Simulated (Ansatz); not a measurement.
**Hg (alpha)**

Method: PBEsol, scalar-relativistic; no spin polarisation; PAW, 420 eV, 16×16×16 k-mesh, Gaussian smearing of 0.05 eV; code Ansatz. The datasets are Ansatz's generated set soft_2.

```xyz
1
Lattice="1.7902 1.0336 2.1607 -1.7902 1.0336 2.1607 0.0000 -2.0671 2.1607" Properties=species:S:1:pos:R:3 pbc="T T T"
Hg    0.0000    0.0000    0.0000
```

At this volume the pressure is -0.04 GPa.

Path: Γ–T–H2 | H0–L–Γ–S0 | S2–F–Γ, with Γ = (0.000, 0.000, 0.000), T = (0.500, 0.500, 0.500), H2 = (0.681, 0.319, 0.500), H0 = (0.500, -0.319, 0.319), L = (0.500, 0.000, 0.000), S0 = (0.410, -0.410, 0.000), S2 = (0.590, 0.000, 0.410), F = (0.500, 0.000, 0.500) in reciprocal vectors of the calculation's cell.

Is it a metal or an insulator, and if it has a gap, where are the band edges on this path?

A metal: bands cross the Fermi level.

Bands as a text map, energy in eV from the Fermi level (dashes), each leg drawn with the same width:
```
  4.86 |             *  *                                      
  4.57 |              **                    *                  
  4.29 |      *                             *           *      
  4.00 |                                             ***       
  3.71 |                                           **          
  3.43 |                                     *   **            
  3.14 |                                      ***       *      
  2.86 |                          *          *                 
  2.57 |              ***                                      
  2.29 |             *                                         
  2.00 |       ******    *                                     
  1.71 |            *                                          
  1.43 |           * *                        *                
  1.14 |          *   **                                       
  0.86 |                  *                    **    ***       
  0.57 |        **      *        *               ****          
  0.29 |       *                                  ***          
  0.00 |-------------------*---------------------*---***-------
 -0.29 |                 *                     **              
 -0.57 |                                                       
 -0.86 |                    *                                  
 -1.14 |                  *     *             *                
 -1.43 |      *              *                                 
 -1.71 |                   *                                   
 -2.00 |                    * **                        *      
 -2.29 |                     ***                               
 -2.57 |                                                       
 -2.86 |                                     *                 
        Γ      T      HH       L       Γ       SS      F      Γ
```

Spin–orbit coupling, which matters for such heavy elements, is left out.
